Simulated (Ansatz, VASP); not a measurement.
As: VASP beside Ansatz

```
CELL_PARAMETERS angstrom
4.67480 0.00000 0.00000
-2.33740 4.04850 0.00000
0.00000 0.00000 2.72231
ATOMIC_POSITIONS crystal
As 0.33333 0.66667 0.00000
As 0.66667 0.33333 0.00000
```

Alike in both runs: task relaxation of cell and atoms; functional PBE; k mesh 15 × 15 × 20; occupations gaussian, width 0.1 eV; no spin polarisation.

|  | VASP | Ansatz |
| --- | --- | --- |
| version | VASP 6.6.1 | Ansatz 0.2.0 |
| potentials or method | VASP PAW PBE potentials, release 64 (As) | scalar-relativistic, plane waves, PAW |
| plane-wave cutoff (eV) | 600 | 420 |
| valence electrons in the cell | 10 | 30 |

```csv
,VASP,Ansatz,Ansatz less VASP
"gap on the k mesh at the Fermi level, each at its own relaxed structure (eV)",none,none,-
relaxed volume (Å³/atom),25.64,25.59,-0.056
relaxed cell length with the largest relative difference (Å),4.570,4.566,-0.0035
energy change over the relaxation (meV/atom),-23,-23,-0.4
```

A gap of «none» marks a metal or a gap that the smearing closes. The two sets of potentials don't hold the same shells in valence.
